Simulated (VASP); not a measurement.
A run of VASP 6.6.1 is set up as follows.

INCAR

```
SYSTEM = IrO2
  PREC = Accurate
  ENCUT = 520
  EDIFF = 1E-6
  ISMEAR = -1
  SIGMA = 0.05
  LREAL = .FALSE.
  LASPH = .TRUE.
  NELM = 80
  ALGO = Normal
  ISIF = 2
  LWAVE = .FALSE.
  LCHARG = .FALSE.
  NBANDS = 30
```

KPOINTS

```
Automatic mesh
0
G
  14 14 20
  0 0 0
```

Contents of POSCAR:

```
IrO2
1.0
    4.5051000000      0.0000000000      0.0000000000
    0.0000000000      4.5051000000      0.0000000000
    0.0000000000      0.0000000000      3.1586000000
Ir O
2 4
Direct
    0.0000000000      0.0000000000      0.0000000000
    0.5000000000      0.5000000000      0.5000000000
    0.3077000000      0.3077000000      0.0000000000
    0.1923000000      0.8077000000      0.5000000000
    0.6923000000      0.6923000000      0.0000000000
    0.8077000000      0.1923000000      0.5000000000
```

Potentials or basis: VASP PAW LDA potentials, release 64 (Ir, O).

Run with:

```bash
$ cat potpaw_LDA.64/Ir/POTCAR potpaw_LDA.64/O/POTCAR > POTCAR
$ mpirun -np 1 vasp_std > vasp.out
```

(1) Estimate the pressure.

(2) Predict the band gap on the k mesh.

(3) What does it give for the largest force?

Answers

(1) -8.0 GPa.

(2) none (metal or under the smearing width).

(3) 0.179 eV/Å.
